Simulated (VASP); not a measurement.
# Si (Fd-3m) in VASP: further runs

One crystal, Si, is run at these levels: PBEsol; tasks: single point, relaxation of cell and atoms.

All numbers are computed with VASP 6.6.1; they aren't measurements. Logs are shortened: lines on timing, memory, paths and dates and some standing lists are left out, and cuts for length are marked.

### Step 1. The structure

The structure is cubic, space group Fd-3m (No. 227). The conventional cell has a = 5.434 Å, b = 5.434 Å, c = 5.434 Å, α = 90.00°, β = 90.00°, γ = 90.00°. Si (site symmetry -43m) is surrounded by 4 Si at 2.35 Å.

### Step 2. Single point, PBEsol

Contents of INCAR:

```
PREC = Accurate
ENCUT = 520
EDIFF = 1E-6
ISMEAR = 0
SIGMA = 0.02
LREAL = F
LASPH = T
NELM = 100
ALGO = Normal
ISIF = 2
LWAVE = F
LCHARG = T
GGA = PS
LELF = T
LVHAR = T
NBANDS = 11
```

Contents of KPOINTS:

```
Automatic mesh
0
Gamma
  8 8 8
```

Contents of POSCAR:

```
Si
1.0
    0.0000000000      2.7169171026      2.7169171026
    2.7169171026      0.0000000000      2.7169171026
    2.7169171026      2.7169171026      0.0000000000
Si
2
Direct
    0.7500000000      0.7500000000      0.7500000000
    0.5000000000      0.5000000000      0.5000000000
```

Potentials or basis: VASP PAW PBE potentials, release 64 (Si).

The run is started by

```sh
> cat potpaw_PBE.64/Si/POTCAR > POTCAR
> mpirun -np 1 vasp_std > vasp.out
```

OUTCAR:

```text
PREC = Accurate
   ENCUT = 520
   EDIFF = 1E-6
   ISMEAR = 0
   LREAL = F
   LASPH = T
   NELM = 100
   ISIF = 2
   GGA = PS

 ion  position               nearest neighbor table
   1  0.750  0.750  0.750-   2 2.35   2 2.35   2 2.35   2 2.35
   2  0.500  0.500  0.500-   1 2.35   1 2.35   1 2.35   1 2.35

  LATTYP: Found a face centered cubic cell.
 ALAT       =     5.4338342052

  Lattice vectors:

 A1 = (   0.0000000000,   2.7169171026,   2.7169171026)
 A2 = (   2.7169171026,   0.0000000000,   2.7169171026)
 A3 = (   2.7169171026,   2.7169171026,   0.0000000000)

Analysis of symmetry for initial positions (statically):
=====================================================================
 Subroutine PRICEL returns:
 Original cell was already a primitive cell.

 Routine SETGRP: Setting up the symmetry group for a
 face centered cubic supercell.

 Subroutine GETGRP returns: Found 48 space group operations
 (whereof 24 operations were pure point group operations)
 out of a pool of 48 trial point group operations.

The static configuration has the point symmetry T_d .
 The point group associated with its full space group is O_h .

Analysis of symmetry for dynamics (positions and initial velocities):
=====================================================================
 Subroutine PRICEL returns:
 Original cell was already a primitive cell.

 Routine SETGRP: Setting up the symmetry group for a
 face centered cubic supercell.

 Subroutine GETGRP returns: Found 48 space group operations
 (whereof 24 operations were pure point group operations)
 out of a pool of 48 trial point group operations.

The dynamic configuration has the point symmetry T_d .
 The point group associated with its full space group is O_h .

 Subroutine INISYM returns: Found 48 space group operations
 (whereof 24 operations are pure point group operations),
 and found     1 'primitive' translations

----------------------------------------------------------------------------------------

                                     Primitive cell

  volume of cell :      40.1106

  direct lattice vectors                    reciprocal lattice vectors
     0.000000000  2.716917103  2.716917103    -0.184032115  0.184032115  0.184032115
     2.716917103  0.000000000  2.716917103     0.184032115 -0.184032115  0.184032115
     2.716917103  2.716917103  0.000000000     0.184032115  0.184032115 -0.184032115

  length of vectors
     3.842301014  3.842301014  3.842301014     0.318752973  0.318752973  0.318752973

  position of ions in fractional coordinates (direct lattice)
     0.750000000  0.750000000  0.750000000
[... 90 lines left out ...]
   NUPDOWN=      -1.0000    fix difference up-down
   EMIN   =  10.00;   EMAX   =-10.00  energy-range for DOS
   EFERMI =   0.00;   METHOD = LEGACY
   ISMEAR =     0;   SIGMA  =   0.02  broadening in eV -4-tet -1-fermi 0-gaus
   EFERMI_NEDOS =   21; number of points for ismear=-14 and -15
   IALGO  =     38    algorithm
   IMIX   =      4    mixing-type and parameters
     AMIX     =   0.40;   BMIX     =  1.00
     AMIX_MAG =   1.60;   BMIX_MAG =  1.00
  volume/ion in A,a.u.               =      20.06       135.34
  Fermi-wavevector in a.u.,A,eV,Ry     =   0.956500  1.807523 12.447872  0.914893
  Thomas-Fermi vector in A             =   2.085434
   LORBIT       =      0    0 simple, 1 ext, 2 COOP (PROOUT), +10 PAW based schemes
   GGA     = PS    functional components
   LHFCALC =     F    Hartree Fock is set to
   AEXX    =    0.0000 exact exchange contribution
   IVDW    =     0    specifies the selected vdW correction
   LEPSILON=     F    determine dielectric tensor
   LRPA    =     F    only Hartree local field effects (RPA)
 non-spin polarized calculation
 Gauss-broadening in eV      SIGMA  =   0.02
  energy-cutoff  :      520.00
  volume of cell :       40.11
 maximum number of plane-waves:      1106
 NGX is ok and might be reduce to    30
   NGX = 15   NGY = 15   NGZ = 15

 number of electron       8.0000001 magnetization

 Free energy of the ion-electron system (eV)
  ---------------------------------------------------
  ext. energy  EPLUGINS =         0.00000000
  ---------------------------------------------------
  free energy    TOTEN  =       -11.48911737 eV

  energy without entropy =      -11.48911737  energy(sigma->0) =      -11.48911737

 E-fermi :   5.9271     XC(G=0):  -9.5463

 val. band max:        5.7740601695   @ k =   0.0000   0.0000   0.0000
 cond. band min:       6.2794852200   @ k =   0.3750   0.3750   0.0000
 fundamental gap:      0.5054250504
 Fermi energy:         5.9271108482

 k-point     1 :       0.0000    0.0000    0.0000
  band No.  band energies     occupation
      1      -6.2048      2.00000
      2       5.7741      2.00000
      3       5.7741      2.00000
      4       5.7741      2.00000
      5       8.2900      0.00000
      6       8.2900      0.00000
      7       8.2900      0.00000
      8       9.0785      0.00000
      9      13.4608      0.00000
     10      13.4608      0.00000
     11      13.4767      0.00000
[... 309 lines left out ...]
 k-point    24 :      -0.3750    0.2500    0.1250
  band No.  band energies     occupation
      1      -3.3201      2.00000
      2      -1.0366      2.00000
      3       2.2892      2.00000
      4       3.5931      2.00000
      5       8.7708      0.00000
      6       8.8113      0.00000
      7      11.6293      0.00000
      8      12.8063      0.00000
      9      13.0926      0.00000
     10      16.2532      0.00000
     11      17.3861      0.00000

 [... further k-points ...]

------------------------ aborting loop because EDIFF is reached ----------------------------------------

  FORCE on cell =-STRESS in cart. coord.  units (eV):
  Direction    XX          YY          ZZ          XY          YZ          ZX
  --------------------------------------------------------------------------------------
  -------------------------------------------------------------------------------------
  Total        0.0271328      0.0271328      0.0271328     -0.0000000      0.0000000      0.0000000
  in kB        1.0837942      1.0837942      1.0837942     -0.0000000      0.0000000      0.0000000
  external PRESSURE =       1.0837942 kB  Pullay stress =       0.0000000 kB

 VOLUME and BASIS-vectors are now :
 -----------------------------------------------------------------------------
  energy-cutoff  :      520.00
  volume of cell :       40.11
      direct lattice vectors                 reciprocal lattice vectors
     0.000000000  2.716917103  2.716917103    -0.184032115  0.184032115  0.184032115
     2.716917103  0.000000000  2.716917103     0.184032115 -0.184032115  0.184032115
     2.716917103  2.716917103  0.000000000     0.184032115  0.184032115 -0.184032115

 POSITION                                       TOTAL-FORCE (eV/Angst)
 -----------------------------------------------------------------------------------
      4.07538      4.07538      4.07538        -0.000000     -0.000000     -0.000000
      2.71692      2.71692      2.71692         0.000000      0.000000      0.000000
 -----------------------------------------------------------------------------------
    total drift:                                0.000000     -0.000000     -0.000000

  FREE ENERGIE OF THE ION-ELECTRON SYSTEM (eV)
  ---------------------------------------------------
  free  energy   TOTEN  =       -11.4891173711 eV

  energy  without entropy=      -11.4891173711  energy(sigma->0) =      -11.48911737
```

OSZICAR:

```text
N       E                     dE             d eps       ncg     rms          rms(c)
DAV:   1     0.735987515049E+01    0.73599E+01   -0.32665E+03   638   0.581E+02
DAV:   2    -0.111289992233E+02   -0.18489E+02   -0.17733E+02   883   0.866E+01
DAV:   3    -0.117078454986E+02   -0.57885E+00   -0.57794E+00   811   0.132E+01
DAV:   4    -0.117123057710E+02   -0.44603E-02   -0.44594E-02   775   0.150E+00
DAV:   5    -0.117123478818E+02   -0.42111E-04   -0.42110E-04   823   0.134E-01    0.496E+00
DAV:   6    -0.115585562217E+02    0.15379E+00   -0.82830E-02   713   0.115E+00    0.297E+00
DAV:   7    -0.114884447852E+02    0.70111E-01   -0.14782E-01   728   0.163E+00    0.181E-01
DAV:   8    -0.114890411849E+02   -0.59640E-03   -0.58739E-03   728   0.426E-01    0.812E-02
DAV:   9    -0.114891066123E+02   -0.65427E-04   -0.94288E-05   815   0.641E-02    0.563E-02
DAV:  10    -0.114891175737E+02   -0.10961E-04   -0.10121E-05   732   0.175E-02    0.626E-03
DAV:  11    -0.114891173711E+02    0.20267E-06   -0.71373E-07   698   0.418E-03
   1 F= -.11489117E+02 E0= -.11489117E+02  d E =-.244043E-29
```

stdout:

```text
POSCAR found type information on POSCAR Si
 POSCAR found :  1 types and       2 ions
 scaLAPACK will be used
 -----------------------------------------------------------------------------
|                                                                             |
|                                                                             |
|     You enforced a specific xc type in the INCAR file but a different       |
|     I HOPE YOU KNOW WHAT YOU ARE DOING!                                     |
|                                                                             |
 -----------------------------------------------------------------------------

 LDA part: xc-table for (Slater+PW92), standard interpolation
 POSCAR, INCAR and KPOINTS ok, starting setup
 FFT: planning ... GRIDC
 FFT: planning ... GRID_SOFT
 FFT: planning ... GRID
 WAVECAR not read
 entering main loop
```

Wall time 14 s (1 thread of Intel Xeon Platinum 8375C at 2.90GHz (Ice Lake), shared host); peak memory 0.15 GiB.

What came out:

```yaml
Free_energy: -11.4891 eV
Pressure: 0.1 GPa
Band_gap_on_the_k_mesh: 0.51 eV, indirect (least direct gap 2.52 eV)
```

Caveat: the PAW data sets were made with another functional, which shifts forces and pressure a little.

### Step 3. Relaxation of cell and atoms, PBEsol

This run uses another cell than the first one, of 20.16 Å³/atom, 1.005 times its volume.

Contents of INCAR:

```
ALGO = Fast ; EDIFF = 1E-7
EDIFFG = -0.002 ; ENCUT = 600
GGA = PS ; IBRION = 2
ISIF = 3 ; ISMEAR = 0
LASPH = T ; LCHARG = F
LREAL = F ; LWAVE = F
NELM = 100 ; NSW = 100
PREC = Accurate ; SIGMA = 0.02
```

Contents of KPOINTS:

```
k-points
0
Gamma
  8 8 8
```

Contents of POSCAR:

```
Si
1.0
    0.0000000000      2.7218511900      2.7218511900
    2.7218511900      0.0000000000      2.7218511900
    2.7218511900      2.7218511900      0.0000000000
Si
2
Direct
    0.7500000000      0.7500000000      0.7500000000
    0.5000000000      0.5000000000      0.5000000000
```

Potentials or basis: VASP PAW PBE potentials, release 64 (Si).

The run is started by

```sh
> cat potpaw_PBE.64/Si/POTCAR > POTCAR
> mpirun -np 1 vasp_std > vasp.out
```

Run time: 20 s. Hardware: 1 thread of Intel Xeon Platinum 8375C at 2.90GHz (Ice Lake), shared host; peak memory 0.17 GiB.

The run converged. Its results:

```
Free energy                            : -11.4891 eV
Relaxed volume                         : 20.08 Å³/atom
Relaxed cell                           : a = 3.844 Å, b = 3.844 Å, c = 3.844 Å, α = 60.00°, β = 60.00°, γ = 60.00°
Space group after relaxing (to 0.05 Å) : Fd-3m (No. 227)
Energy gained by relaxing              : 0.1 meV/atom
Ionic steps                            : 3
Pressure after relaxing                : 0.0 GPa
Band gap on the k mesh                 : 0.51 eV, indirect (least direct gap 2.52 eV)
```

Step by step:
```csv
step,energy change (eV),largest force (eV/Å),pressure (GPa),volume (Å³)
1,0.0000,0.0000,-0.39,40.33
2,-0.0001,0.0000,0.26,40.05
3,-0.0002,0.0000,0.01,40.15
```

Final structure:
```yaml
crystal:
  lattice:
    - [0.00000, 2.71790, 2.71790]
    - [2.71790, 0.00000, 2.71790]
    - [2.71790, 2.71790, 0.00000]
  atoms:
    - { symbol: Si, position: [0.75000, 0.75000, 0.75000] }
    - { symbol: Si, position: [0.50000, 0.50000, 0.50000] }
```

Levels at points of the mesh, in eV from the valence-band top:
| k point | band 1 | band 2 | band 3 | band 4 | band 5 | band 6 | band 7 | band 8 |
| --- | --- | --- | --- | --- | --- | --- | --- | --- |
| (0.00, 0.00, 0.00) | -11.97 | 0.00 | 0.00 | 0.00 | 2.52 | 2.52 | 2.52 | 3.29 |
| (0.50, 0.00, 0.00) | -9.63 | -7.00 | -1.20 | -1.20 | 1.46 | 3.27 | 3.27 | 7.51 |
| (0.50, 0.50, 0.00) | -7.82 | -7.82 | -2.87 | -2.87 | 0.59 | 0.59 | 10.04 | 10.04 |

Caveat: the PAW data sets were made with another functional, which shifts forces and pressure a little.

### Step 4. Single point, PBEsol

Contents of INCAR:

```
SYSTEM = Si
PREC = Accurate ; ENCUT = 520
EDIFF = 1E-6 ; ISMEAR = 0
SIGMA = 0.02 ; LREAL = .FALSE.
LASPH = .TRUE. ; NELM = 100
ALGO = Normal ; ISIF = 2
LWAVE = .FALSE. ; LCHARG = .FALSE.
GGA = PS ; NBANDS = 11
```

Contents of KPOINTS:

```
Automatic mesh
0
G
  12 12 12
  0 0 0
```

Contents of POSCAR:

```
Si
1.0
    0.0000000000      2.7169171026      2.7169171026
    2.7169171026      0.0000000000      2.7169171026
    2.7169171026      2.7169171026      0.0000000000
Si
2
Direct
    0.7500000000      0.7500000000      0.7500000000
    0.5000000000      0.5000000000      0.5000000000
```

The run is started by

```sh
> cat potpaw_PBE.64/Si/POTCAR > POTCAR
> mpirun -np 1 vasp_std > vasp.out
```

Run time: 24 s. Hardware: 1 thread of Intel Xeon Platinum 8375C at 2.90GHz (Ice Lake), shared host; peak memory 0.16 GiB.

The run converged. Its results:

| Property | Result |
| --- | --- |
| Free energy | -11.4932 eV |
| Pressure | 0.1 GPa |
| Band gap on the k mesh | 0.46 eV, indirect (least direct gap 2.52 eV) |

Levels at points of the mesh, in eV from the valence-band top:
```
           k point  band 2  band 3  band 4  band 5  band 6  band 7
(0.00, 0.00, 0.00)    0.00    0.00    0.00    2.52    2.52    2.52
(0.50, 0.00, 0.00)   -7.01   -1.20   -1.20    1.46    3.27    3.27
(0.50, 0.50, 0.00)   -7.82   -2.87   -2.87    0.59    0.59   10.05
```

Caveat: the PAW data sets were made with another functional, which shifts forces and pressure a little. Expect the measured gap to be larger: semilocal functionals such as PBEsol lack the derivative discontinuity.

(Part 1 of 2 ends here.)
